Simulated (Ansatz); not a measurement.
# AlP (F-43m): thermal expansion from first principles, part 2 of 2

How much does AlP expand with temperature?

Measurements to reproduce:
- heat capacity C_P per formula unit 42 J/mol/K and bulk modulus 86 GPa near room temperature (given in “High-Throughput Prediction of Finite-Temperature Properties using the Quasi-Harmonic Approximation”, 2016, arXiv:1603.06924)

Ansatz 0.2.0; DFT RPBE, scalar-relativistic, plane waves, PAW.

So far. Step 2 (Probe on a coarse mesh): The start is under 4.5 GPa at this level and looks like an insulator or semiconductor on this mesh.

The database entry behind the starting cell differs from later determinations by our own check (0.1 to 0.3 % short, probably kX units), so it need not match the best structure at ambient conditions.

## 4. Relaxing to small residual forces and stress

The relaxation is repeated with tighter thresholds on force and stress, since phonons are sensitive to what is left; a change of mesh or smearing in the input moves the cell too.

input.yaml reads:

```yaml
crystal:
  lattice:
    - [0.0, 2.7715452854, 2.7715452854]
    - [2.7715452854, 0.0, 2.7715452854]
    - [2.7715452854, 2.7715452854, 0.0]
  atoms:
    - { symbol: Al, position: [0.0, 0.0, 0.0] }
    - { symbol: P, position: [0.25, 0.25, 0.25] }
kpoints:
  mp_grid: { grid: [8, 8, 8] }
hamiltonian:
  xc: rpbe
scf:
  occupations: { method: fixed }
output:
  forces: true
  stress: true
  eigenvalues: true
  write_density: true
  write_potential: true
  elf: true
  volumetric_format: npy
relax:
  adjacent_minimum: "off"
  f_tol: 0.001
  max_steps: 60
  cell: { stress_tol: 0.01 }
```

Launch:

```
> ansatz run input.yaml --threads 4 --pin off --max-ram 8192MiB --backend cpu --events-out ev --progress --plain --runs-dir out
```

Numbers of over 12 decimals in the logs are rounded to 6 here.

The log of the run:

```text
[...]
Crystal: 2 atoms, lattice volume = 42.579 Å³
Basis set: ecut = 420 eV, 869 PW (Γ), exchange–correlation on 54×54×54 points (8 copies of the dense FFT grid, shifted against one another)
Bands: 8, of which v1, the nominal top of the filled ones, is band 4 counted from 1 (3 counted from 0)
Symmetry: 24 space group operations
[...]
k-points: 29 of 512 (time reversal used)
[...]
SCF iter   1: F=—  HF=-1300.651767 eV  |F-HF|=—  |Δ(HF+E_count)|=         —  Δρ=1.73e-3  dr2=1.13e-3  ethr=1.77e-3  ⟨swp⟩=5.4  Hψ=1699  notcnv=0  defer=51
[...]
SCF iter   6: F=-1300.651417 eV  HF=-1300.651417 eV  |F-HF|=3.68e-10  |Δ(HF+E_count)|=   8.38e-9  Δρ=1.13e-6  dr2=5.19e-10  ethr=3.05e-10  ⟨swp⟩=12.0  Hψ=2414  notcnv=0
SCF 1 converged in 6 iterations: F = -1300.651417 eV  dr2 = 5.19e-10
[...]
relax step   1: F+E_penalty+E_count = -1300.65141700 eV  Δ(F+E_penalty+E_count) = +0.000e0 eV  max|allowed force component| = 1.943e-16 eV/Å  Δτ_max = 0.0000 Å  P = +0.023 GPa  Ω = 42.579 Å³  (6 SCF iters, dr2 threshold 1.00e-7 eV, accepted)
Crystal: 2 atoms, lattice volume = 42.589 Å³
[...]
SCF iter   4: F=-1300.651416 eV  HF=-1300.651416 eV  |F-HF|=2.96e-12  |Δ(HF+E_count)|=  4.12e-10  Δρ=3.05e-7  dr2=4.26e-11  ethr=1.68e-11  ⟨swp⟩=8.6  Hψ=1685  notcnv=0
SCF 2 converged in 4 iterations: F = -1300.651416 eV  dr2 = 4.26e-11
relax step   2: F+E_penalty+E_count = -1300.65141616 eV  Δ(F+E_penalty+E_count) = +8.352e-7 eV  max|allowed force component| = 3.238e-17 eV/Å  Δτ_max = 0.0000 Å  P = +0.005 GPa  Ω = 42.589 Å³  energy of the carried Pulay correction = -1.690e-6 eV  (4 SCF iters, dr2 threshold 1.35e-9 eV, accepted)
[...]
SCF iter   1: F=—  HF=-1300.651442 eV  |F-HF|=—  |Δ(HF+E_count)|=         —  Δρ=2.71e-6  dr2=2.64e-9  ethr=1.31e-7  ⟨swp⟩=3.1  Hψ=2433  notcnv=0  defer=56
eigensolver tolerance schedule: the retry pair's looser diagonalisation over-reported the residual by 3973.09 of it (diagonalisation noise at 0.20 of the residual, at the tolerance the schedule requests for it); recorded, not acted on — ethr = c·dr2/N_el stays at c = 1.0e-1
SCF iter   2: F=—  HF=-1300.651423 eV  |F-HF|=—  |Δ(HF+E_count)|=   1.94e-5  Δρ=1.66e-6  dr2=1.26e-9  ethr=3.30e-11  ⟨swp⟩=3.8  Hψ=509  notcnv=0  defer=53
[...]
SCF iter   6: F=-1300.651423 eV  HF=-1300.651423 eV  |F-HF|=4.55e-13  |Δ(HF+E_count)|=    0.00e0  Δρ=1.64e-8  dr2=7.59e-14  ethr=1.00e-12  ⟨swp⟩=9.9  Hψ=1718  notcnv=0
SCF 3 converged in 6 iterations: F = -1300.651423 eV  dr2 = 7.59e-14
relax step   3: F+E_penalty+E_count = -1300.65142282 eV  Δ(F+E_penalty+E_count) = -6.656e-6 eV  max|allowed force component| = 4.163e-17 eV/Å  Δτ_max = 0.0000 Å  P = +0.005 GPa  Ω = 42.589 Å³  stress off target by 5.37e-3 GPa  SCF on the basis re-selected at this cell (its energy is not comparable with the rows above)  (6 SCF iters)
[...]
SCF converged after 6 iterations
Free energy (F): -1300.651423 eV
[...]
Internal energy: -1300.651423 eV  (E = F + TS)
E sigma→0 (E₀):  -1300.651423 eV
Fermi energy:    4.696771 eV
[...]
--- Stress (GPa, compression-positive) ---
        0.005367      -0.000000      -0.000000
       -0.000000       0.005367       0.000000
       -0.000000       0.000000       0.005367
  P = ⅓ Tr σ = 0.0054 GPa (0.054 kbar)
--- Band table (eV; the first three rows and the last of 29) ---
[...]
--- Relaxed structure (2 steps of the walk, 2 accepted, 1 SCFs on fresh bases) ---
[...]
cell:  # Å, volume = 42.5887 Å³
    - [0, 2.771754, 2.771754]
    - [2.771754, 0, 2.771754]
    - [2.771754, 2.771754, 0]
  atoms:
    - { symbol: Al, position: [0, 0, 0] }
    - { symbol: P, position: [0.25, 0.25, 0.25] }
```

The job ended after 1.3 s (4 threads of Arm Neoverse V2, shared host; peak memory 0.3 GiB).

Little changed from the start: no atom moved by 0.005 Å and no cell edge by 0.1 %.

This step gave:

```
pressure : 0.005367 GPa
```

Valence density in the ac plane of a cell with a along [110], b along [-110] and c along [001] of the cube at fractional y = 0.000, with atoms of Al and P within 0.2 Å of it. It is the smooth field of the valence electrons, not physical close to the nuclei.

Ten even steps from '0' (0.02 e/Å³) to '9' (0.76 e/Å³), each cell a mean:
```
0134444442001344444420
1257888863212578888632
2359957974223599579742
1248603863112486038631
0136745741001367457410
0014687521000146875210
0001344210000013442100
0000111100000001111000
0000000000000000000000
0000000000000000000000
0000000000000000000000
1100000001111000000011
1110000001111100000011
1111000011111110000111
0012111121000121111210
```
Columns run along a (7.8 Å), rows up along c (5.5 Å), edges of the conventional cell, whose origin can differ from the input's. Atoms in or near the plane, at fractional coordinates: Al at (0.50, 0.00), Al at (0.00, 0.00), P at (0.75, 0.75), P at (0.25, 0.75).

Electrostatic potential energy in the ac plane of a cell with a along [110], b along [-110] and c along [001] of the cube at fractional y = 0.000, with atoms of Al and P within 0.2 Å of it. With pseudopotentials it is smooth inside the atoms' cores, unlike the true potential.

Ten even steps from '0' (-55 eV) to '9' (9 eV), each cell a mean:
```
8778989986787789899867
6788756887667887568876
8887201588888872015888
9996000389999960003899
9997201589999972015899
9998655899999986558999
9999989999999999899999
9999999999999999999999
9999999999999999999999
9999999999999999999999
9999999999999999999999
9999999999999999999999
7789999998777899999987
7679999986776799999867
8778999976887789999768
```
Columns run along a (7.8 Å; values clipped at the 3rd and 97th percentile), rows up along c (5.5 Å), edges of the conventional cell, whose origin can differ from the input's. Atoms in or near the plane, at fractional coordinates: Al at (0.50, 0.00), Al at (0.00, 0.00), P at (0.75, 0.75), P at (0.25, 0.75).

ELF in the ac plane of a cell with a along [110], b along [-110] and c along [001] of the cube at fractional y = 0.000, with atoms of Al and P within 0.2 Å of it. It is the smooth field of the valence electrons, not physical close to the nuclei.

Ten even steps from '_' (0.01) to '@' (0.93), each cell a mean:
```
__::%%@@%%%%%%@@@@++____::%%@@%%%%%%@@@@++__
..**@@@@@@##%%@@@@%%--..**@@@@@@##%%@@@@%%--
==##@@@@##::==@@@@@@++==##@@@@##::==@@@@@@++
--**%%%%--____**%%##==--**%%%%--____**%%##==
..--**##==..::**##++::..--**##==..::**##++::
__..==##########**--____..==##########**--__
____::++##%%##**--..______::++##%%##**--..__
______::==++++--..__________::==++++--..____
________..::..________________..::..________
____________________________________________
....______________........______________....
--::..__________..::----::..__________..::--
::::::..________..::::::::::..________..::::
____::::::..::::::..______::::::..::::::..__
..__--****++++**++..__..__--****++++**++..__
```
Columns run along a (7.8 Å), rows up along c (5.5 Å), edges of the conventional cell, whose origin can differ from the input's. Atoms in or near the plane, at fractional coordinates: Al at (0.50, 0.00), Al at (0.00, 0.00), P at (0.75, 0.75), P at (0.25, 0.75).

The residual pressure is 0.0054 GPa, small enough for phonons.

## 5. The quasi-harmonic study

The study relaxes the crystal at several strains, solves the phonons on some of them and minimises the free energy at each temperature (static energy, vibrations, the electrons in a metal, and PV under a set pressure); the q-mesh sets how far the force constants reach.

input.yaml, the sections that differ from step 4:

```yaml
crystal:
  lattice:
    - [0.0, 2.7717537049, 2.7717537049]
    - [2.7717537049, 0.0, 2.7717537049]
    - [2.7717537049, 2.7717537049, 0.0]
  atoms:
    - { symbol: Al, position: [0.0, 0.0, 0.0] }
    - { symbol: P, position: [0.25, 0.25, 0.25] }
output:
  eigenvalues: true
phonons:
  method: dfpt
  qmesh: [4, 4, 4]
  temperatures: { t_max: 800.0, t_step: 50 }
  thermal_expansion: {}
# kpoints, hamiltonian, scf: as in step 4
# relax: removed
```

The log of the run:

```text
Warning: phonons: the dynamical matrix that this run interpolates holds no multipole term above the dipole-dipole one, and a site of this crystal is no centre of inversion, so its interpolated transverse optical and acoustic branches and sound speeds can stay off near Gamma, and the density of states and the thermodynamics with them. What a run solves at a wave vector of phonons.qpoints, Gamma apart, where the deck admits one, is free of this, and under fd what a larger phonons.supercell samples
[...]
Crystal: 2 atoms, lattice volume = 42.589 Å³
Basis set: ecut = 487.2 eV, 1037 PW (Γ), exchange–correlation on 60×60×60 points (8 copies of the dense FFT grid, shifted against one another)
Bands: 8, of which v1, the nominal top of the filled ones, is band 4 counted from 1 (3 counted from 0)
Symmetry: 24 space group operations
[...]
k-points: 29 of 512 (time reversal used)
[...]
SCF iter   1: F=—  HF=-1300.652297 eV  |F-HF|=—  |Δ(HF+E_count)|=         —  Δρ=1.72e-3  dr2=1.13e-3  ethr=1.77e-3  ⟨swp⟩=5.5  Hψ=1700  notcnv=0  defer=51
[...]
SCF iter   8: F=-1300.652001 eV  HF=-1300.652001 eV  |F-HF|=1.18e-11  |Δ(HF+E_count)|=  9.30e-11  Δρ=1.57e-7  dr2=1.70e-11  ethr=1.00e-12  ⟨swp⟩=8.4  Hψ=1995  notcnv=0
SCF 1 converged in 8 iterations: F = -1300.652001 eV  dr2 = 1.70e-11
[...]
relax step   1: F+E_penalty+E_count = -1300.65200051 eV  Δ(F+E_penalty+E_count) = +0.000e0 eV  max|allowed force component| = 1.758e-16 eV/Å  Δτ_max = 0.0000 Å  (8 SCF iters, accepted)
SCF converged after 8 iterations
Free energy (F): -1300.652001 eV
[...]
Internal energy: -1300.652001 eV  (E = F + TS)
E sigma→0 (E₀):  -1300.652001 eV
Fermi energy:    4.696763 eV
[...]
--- Stress (GPa, compression-positive) ---
        0.004371       0.000000      -0.000000
       -0.000000       0.004371       0.000000
       -0.000000       0.000000       0.004371
  P = ⅓ Tr σ = 0.0044 GPa (0.044 kbar)
--- Band table (eV; the first three rows and the last of 29) ---
[...]
── thermal expansion: 3 new cells, 3 in all ──
thermal expansion: relaxation of cell 2
thermal expansion: relaxation of cell 3
── thermal expansion: 2 new cells, 5 in all ──
thermal expansion: relaxation of cell 4
thermal expansion: lower-state search of cell 4
thermal expansion: phonons of cell 4
thermal expansion: relaxation of cell 5
thermal expansion: phonons of cell 5
── thermal expansion: 5 new cells, 10 in all ──
thermal expansion: relaxation of cell 6
thermal expansion: relaxation of cell 7
thermal expansion: relaxation of cell 8
thermal expansion: relaxation of cell 9
thermal expansion: relaxation of cell 10
thermal expansion: phonons of cell 6
thermal expansion: phonons of cell 7
--- Relaxed structure (1 steps of the walk, 1 accepted, 0 SCFs on fresh bases) ---
  F+E_penalty+E_count = -1300.65200051 eV   max|allowed force component| = 1.758e-16 eV/Å
  atoms:
    - { symbol: Al, position: [0.0, 0.0, 0.0] }
    - { symbol: P, position: [0.25, 0.25, 0.25] }
--- Thermal expansion: 10 cells in 3 rounds, 0 GPa ---
  no lower state was reached at cell 4
  without vibrations: a 3.91992, b 3.91992, c 3.91992 Å, V 42.5910 Å³, B 78.96 GPa
  at 0 K: a 3.92677, b 3.92677, c 3.92677 Å, V 42.8144 Å³, B 77.62 GPa
  zero-point expansion: a +0.175, b +0.175, c +0.175, V +0.525 %
      T/K        a/Å        b/Å        c/Å       V/Å³ | expansion of a, b, c, V (1e-6/K)   | that of V in the mean from 25 °C | C_P, C_V (J/mol K of the cell) | B_T, B_S (GPa)
     0.00    3.92677    3.92677    3.92677    42.8144 |    0.00    0.00    0.00    0.00 |    4.74 |     0.000     0.000 |    77.62    77.62
   100.00    3.92668    3.92668    3.92668    42.8117 |    0.06    0.06    0.06    0.17 |    7.45 |    17.263    17.263 |    77.48    77.48
   200.00    3.92726    3.92726    3.92726    42.8304 |    2.73    2.73    2.73    8.20 |   10.58 |    34.430    34.403 |    76.86    76.92
   298.15    3.92862    3.92862    3.92862    42.8750 |    4.15    4.15    4.15   12.46 |       - |    41.757    41.666 |    76.07    76.24
   350.00    3.92951    3.92951    3.92951    42.9042 |    4.58    4.58    4.58   13.75 |   13.15 |    43.811    43.682 |    75.63    75.85
   450.00    3.93143    3.93143    3.93143    42.9670 |    5.12    5.12    5.12   15.36 |   14.14 |    46.182    45.977 |    74.76    75.09
   550.00    3.93351    3.93351    3.93351    43.0354 |    5.46    5.46    5.46   16.39 |   14.86 |    47.500    47.218 |    73.87    74.32
   650.00    3.93571    3.93571    3.93571    43.1076 |    5.71    5.71    5.71   17.13 |   15.42 |    48.318    47.957 |    72.99    73.54
   750.00    3.93800    3.93800    3.93800    43.1829 |    5.91    5.91    5.91   17.72 |   15.89 |    48.872    48.430 |    72.10    72.75
   800.00    3.93917    3.93917    3.93917    43.2214 |    5.99    5.99    5.99   17.98 |   16.10 |    49.088    48.605 |    71.65    72.36
  the static fit leaves 0.000 meV an atom of the energies and, of the stresses, 0.000 GPa of each cell's largest along a strain (root mean squares over the cells), whose Pulay part it has at -0.004 GPa
  vibrations' free energy: its fit passes through its cells
  the electrons' free energy at temperature is not in it: every band gap is over 0.83 eV
  free energies summed between the sampled wave vectors
  estimated error of the fitted expansion in any direction: up to 0.030e-6/K, at 800 K, with few degrees of freedom (an estimate, not a bound: it was exceeded on models of known expansion)
  by sums over the sampled wave vectors an expansion of the volume parts by up to 0.55e-6/K
  by a static energy of one degree less an expansion of the volume parts by up to 0.00e-6/K
  band gaps on the cells' k-points are 1.696 to 1.814 eV
```

Elapsed: 3.7 min, on 4 threads; peak memory 0.83 GiB.

This step gave:

```yaml
pressure: 0.004371 GPa
volume_expansion_coefficient_at_298_k: 12.46 1e-6/K
c_p_at_298_k: 20.88 J/mol-atom/K
entropy_at_298_k: 21.37 J/mol-atom/K
isothermal_bulk_modulus_at_298_k: 76.07 GPa
grueneisen_parameter_at_298_k: 0.5873
volume_at_298_k: 21.44 Å³/atom
principal_linear_expansion_coefficients_at_298_k: 4.153, 4.153, 4.153 1e-6/K
```

Strained cells of the study; zero-point energy where phonons were solved; the pressures are stresses at a fixed cutoff and can carry an offset from the finite basis. Expansion cells, by row:

| cell | \|a\| (Å) | \|b\| (Å) | \|c\| (Å) | V (Å³/atom) | E - E_lowest (meV/atom) | pressure, compression positive (GPa) | gap (eV) | zero-point energy (meV/atom) |
| --- | --- | --- | --- | --- | --- | --- | --- | --- |
| 1 | 3.92 | 3.92 | 3.92 | 21.29 | 0 | 0 | 1.755 | - |
| 2 | 3.951 | 3.951 | 3.951 | 21.81 | 2.933 | -1.795 | 1.8 | - |
| 3 | 3.889 | 3.889 | 3.889 | 20.79 | 3.066 | 1.985 | 1.707 | - |
| 4 | 3.92 | 3.92 | 3.92 | 21.3 | 0 | -0.021 | 1.755 | 54.59 |
| 5 | 3.94 | 3.94 | 3.94 | 21.62 | 1.195 | -1.164 | 1.784 | 53.77 |
| 6 | 3.929 | 3.929 | 3.929 | 21.45 | 0.271 | -0.563 | 1.769 | 54.2 |
| 7 | 3.948 | 3.948 | 3.948 | 21.75 | 2.313 | -1.602 | 1.795 | 53.44 |
| 8 | 3.881 | 3.881 | 3.881 | 20.67 | 4.735 | 2.493 | 1.696 | - |
| 9 | 3.901 | 3.901 | 3.901 | 20.98 | 1.154 | 1.197 | 1.726 | - |
| 10 | 3.961 | 3.961 | 3.961 | 21.98 | 5.13 | -2.34 | 1.814 | - |

Quasi-harmonic; a, b, c are the run's own cell vectors. Expansion, by row:

| T (K) | a (Å) | b (Å) | c (Å) | alpha (deg) | beta (deg) | gamma (deg) | cell volume (Å³/cell) | alpha_a (1e-6/K) | alpha_b (1e-6/K) | alpha_c (1e-6/K) | alpha_V (1e-6/K) | C_P (J/mol-atom/K) | C_V (J/mol-atom/K) | S (J/mol-atom/K) | B_T (GPa) | B_S (GPa) | Grueneisen | extrapolation | fit error (1e-6/K) |
| --- | --- | --- | --- | --- | --- | --- | --- | --- | --- | --- | --- | --- | --- | --- | --- | --- | --- | --- | --- |
| 0 | 3.927 | 3.927 | 3.927 | 60 | 60 | 60 | 42.81 | 0 | 0 | 0 | 0 | 0 | 0 | 0 | 77.62 | 77.62 | - | 0 | 0 |
| 50 | 3.927 | 3.927 | 3.927 | 60 | 60 | 60 | 42.81 | -0.37 | -0.37 | -0.37 | -1.11 | 2.773 | 2.773 | 1.013 | 77.61 | 77.61 | -0.4 | 0 | 0 |
| 100 | 3.927 | 3.927 | 3.927 | 60 | 60 | 60 | 42.81 | 0.06 | 0.06 | 0.06 | 0.17 | 8.631 | 8.631 | 4.737 | 77.48 | 77.48 | 0.02 | 0 | 0 |
| 150 | 3.927 | 3.927 | 3.927 | 60 | 60 | 60 | 42.82 | 1.5 | 1.5 | 1.5 | 4.51 | 13.71 | 13.71 | 9.247 | 77.21 | 77.23 | 0.327 | 0 | 0 |
| 200 | 3.927 | 3.927 | 3.927 | 60 | 60 | 60 | 42.83 | 2.73 | 2.73 | 2.73 | 8.2 | 17.21 | 17.2 | 13.71 | 76.86 | 76.92 | 0.472 | 0 | 0.01 |
| 250 | 3.928 | 3.928 | 3.928 | 60 | 60 | 60 | 42.85 | 3.59 | 3.59 | 3.59 | 10.76 | 19.46 | 19.43 | 17.81 | 76.47 | 76.58 | 0.546 | 0 | 0.01 |
| 298.1 | 3.929 | 3.929 | 3.929 | 60 | 60 | 60 | 42.88 | 4.15 | 4.15 | 4.15 | 12.46 | 20.88 | 20.83 | 21.37 | 76.07 | 76.24 | 0.587 | 0 | 0.01 |
| 300 | 3.929 | 3.929 | 3.929 | 60 | 60 | 60 | 42.88 | 4.17 | 4.17 | 4.17 | 12.51 | 20.92 | 20.88 | 21.5 | 76.05 | 76.22 | 0.588 | 0 | 0.01 |
| 350 | 3.93 | 3.93 | 3.93 | 60 | 60 | 60 | 42.9 | 4.58 | 4.58 | 4.58 | 13.75 | 21.91 | 21.84 | 24.8 | 75.63 | 75.85 | 0.615 | 0 | 0.01 |
| 400 | 3.93 | 3.93 | 3.93 | 60 | 60 | 60 | 42.93 | 4.89 | 4.89 | 4.89 | 14.66 | 22.59 | 22.51 | 27.77 | 75.19 | 75.47 | 0.633 | 0 | 0.01 |
| 450 | 3.931 | 3.931 | 3.931 | 60 | 60 | 60 | 42.97 | 5.12 | 5.12 | 5.12 | 15.36 | 23.09 | 22.99 | 30.46 | 74.76 | 75.09 | 0.646 | 0 | 0.01 |
| 500 | 3.932 | 3.932 | 3.932 | 60 | 60 | 60 | 43 | 5.31 | 5.31 | 5.31 | 15.92 | 23.46 | 23.34 | 32.92 | 74.32 | 74.7 | 0.656 | 0 | 0.01 |
| 550 | 3.934 | 3.934 | 3.934 | 60 | 60 | 60 | 43.04 | 5.46 | 5.46 | 5.46 | 16.39 | 23.75 | 23.61 | 35.17 | 73.87 | 74.32 | 0.664 | 0 | 0.01 |
| 600 | 3.935 | 3.935 | 3.935 | 60 | 60 | 60 | 43.07 | 5.59 | 5.59 | 5.59 | 16.78 | 23.98 | 23.82 | 37.24 | 73.43 | 73.93 | 0.671 | 0 | 0.01 |
| 650 | 3.936 | 3.936 | 3.936 | 60 | 60 | 60 | 43.11 | 5.71 | 5.71 | 5.71 | 17.13 | 24.16 | 23.98 | 39.17 | 72.99 | 73.54 | 0.677 | 0 | 0.01 |
| 700 | 3.937 | 3.937 | 3.937 | 60 | 60 | 60 | 43.14 | 5.81 | 5.81 | 5.81 | 17.44 | 24.31 | 24.11 | 40.97 | 72.54 | 73.14 | 0.682 | 0 | 0.01 |
| 750 | 3.938 | 3.938 | 3.938 | 60 | 60 | 60 | 43.18 | 5.91 | 5.91 | 5.91 | 17.72 | 24.44 | 24.21 | 42.65 | 72.1 | 72.75 | 0.686 | 0 | 0.02 |
| 800 | 3.939 | 3.939 | 3.939 | 60 | 60 | 60 | 43.22 | 5.99 | 5.99 | 5.99 | 17.98 | 24.54 | 24.3 | 44.23 | 71.65 | 72.36 | 0.69 | 0 | 0.03 |

Table of expansion coefficient by temperature; values in 1e-6/K:

| temperature (K) | volume | principal 1 |
| --- | --- | --- |
| 0 | 0 | 0 |
| 50 | -1.11 | -0.37 |
| 100 | 0.17 | 0.06 |
| 150 | 4.51 | 1.5 |
| 200 | 8.2 | 2.73 |
| 250 | 10.8 | 3.59 |
| 298 | 12.5 | 4.15 |
| 300 | 12.5 | 4.17 |
| 350 | 13.8 | 4.58 |
| 400 | 14.7 | 4.89 |
| 450 | 15.4 | 5.12 |
| 500 | 15.9 | 5.31 |
| 550 | 16.4 | 5.46 |
| 600 | 16.8 | 5.59 |
| 650 | 17.1 | 5.71 |
| 700 | 17.4 | 5.81 |
| 750 | 17.7 | 5.91 |
| 800 | 18.0 | 5.99 |

At 298 K the volume expansion is 12.5 × 10⁻⁶/K and B_T is 76.1 GPa. The program raised the cutoff to 487.2 eV by itself: with no cutoff typed, the study takes about 1.16 times the default for its relaxations and scales it with the volume for the phonons.

## 6. What came out

| Item | Value |
| --- | --- |
| settings of these figures | RPBE, 487.2 eV, k 8×8×8, q 4×4×4 |
| volume expansion coefficient at 298 K | 12.46 1e-6/K |
| C_P at 298 K | 20.88 J/mol-atom/K |
| entropy at 298 K | 21.37 J/mol-atom/K |
| isothermal bulk modulus at 298 K | 76.07 GPa |
| Grüneisen parameter at 298 K | 0.5873 |
| volume at 298 K | 21.44 Å³/atom |
| principal linear expansion coefficients at 298 K | 4.153, 4.153, 4.153 1e-6/K |

In words: Near room temperature AlP expands by 12.5 × 10⁻⁶/K in volume by RPBE, with C_P = 20.9 J/(mol K) per mole of atoms and B_T = 76.1 GPa. At low temperature the volume shrinks on warming, because modes with negative Grüneisen parameters outweigh the rest; the coefficient turns positive near 90 K. C_P at room temperature is 84 % of the classical 3R an atom, so the stiffest modes are still partly frozen out. A measured bulk modulus near room temperature is 86 GPa (arXiv:1603.06924); the calculated 76.1 GPa differs by -12 %. The table does not say whether its value is isothermal or adiabatic. A measured heat capacity per formula unit near room temperature is 42 J/mol/K (arXiv:1603.06924); the calculated 41.8 J/mol/K differs by -1 %. The interpolation has no quadrupole term, so branches near the zone centre are less sure, since this crystal has sites that are not centres of inversion. The PAW files were made for PBE and are used here under another functional, for which the program regenerates the frozen cores.

[Logs are printed without paths, hosts, clocks, repeated set-up lines and the standing remarks that a program may print on its own settings, such as how far it seeks lower states.]

[Hosts, paths, dates, database ids (printed as entryN), source tags and the programs' standing remarks are cut or masked in the printed files.]

[A step with changed settings may run another functional than the one named; its input shows which.]
